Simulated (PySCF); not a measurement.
**Spin–spin coupling constants**

Cartesian coordinates in Å; atom numbers follow the order of the lines, from 1:
```xyz
8

N     1.137   -0.284   -0.046
C     0.020    0.507   -0.133
N    -1.152   -0.146    0.156
O     0.064    1.676   -0.437
H     2.017    0.204   -0.054
H     1.104   -1.141    0.478
H    -1.188   -1.149    0.113
H    -1.994    0.342   -0.101
```

Method: B3LYP/pcJ-1//GFN2-xTB, PySCF; isolated molecule, single conformer, non-relativistic. Couplings are averaged over pairs made equivalent by symmetry, fast rotation or ring inversion, so a value needn't be that of the named pair in this geometry, while other rotamers aren't included; one pair stands for each set, and the list holds those of at least 0.8 Hz over up to four bonds.

Isotopes: 15N, 1H, 13C, 17O. Couplings to quadrupolar nuclei such as 17O and 33S are rarely resolved in practice.

| pair | bonds | J (Hz) |
| --- | --- | --- |
| N1, C2 | 1 | ? |
| N1, H5 | 1 | ? |
| C2, O4 | 1 | 23.2 |
| N1, N3 | 2 | ? |
| N1, O4 | 2 | 0.9 |
| C2, H5 | 2 | 0.9 |
| H5, H6 | 2 | 2.5 |
| N1, H7 | 3 | -1.7 |
| H5, H7 | 4 | 1.1 |

Task: Estimate the withheld couplings, with signs.

Result: 
- 1J(N1,C2) = -20.8 Hz (bond length 1.372 Å)
- 1J(N1,H5) = -89.9 Hz (mean over equivalent pairs that range from -93.6 to -86.2 Hz in this conformer)
- 2J(N1,N3) = 6.7 Hz (angle at C2 114°)
